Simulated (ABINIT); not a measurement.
Crystal: KBr.

```
Br K
1.0
     0.00000    3.30000    3.30000
     3.30000    0.00000    3.30000
     3.30000    3.30000    0.00000
Br K
1 1
Cartesian
  3.3000 3.3000 3.3000
  0.0000 0.0000 0.0000
```

Base run:

| Property | Result |
| --- | --- |
| Program | ABINIT 10.8.3 (patched build) |
| Functional | revPBE |
| Potentials or basis | JTH PAW PBE v2.0 |
| Cutoff | 435 eV |
| k mesh | 7 × 7 × 7 |
| Occupations | fermi-dirac, width 0.05 eV |
| Spin | spin-orbit coupling, no magnetisation |

Its results: band gap on the k mesh 4.57 eV, direct; pressure 1.9 GPa.

Question: The run is repeated on the same cell with these changes: functional from revPBE to SOGGA. What comes out?

Answer: Band gap on the k mesh 4.14 eV, direct; pressure -0.3 GPa.

SOGGA binds more tightly than revPBE, so the same cell stands under less pressure.

Caveats: the PAW data sets were made with another functional, which shifts forces and pressure a little.
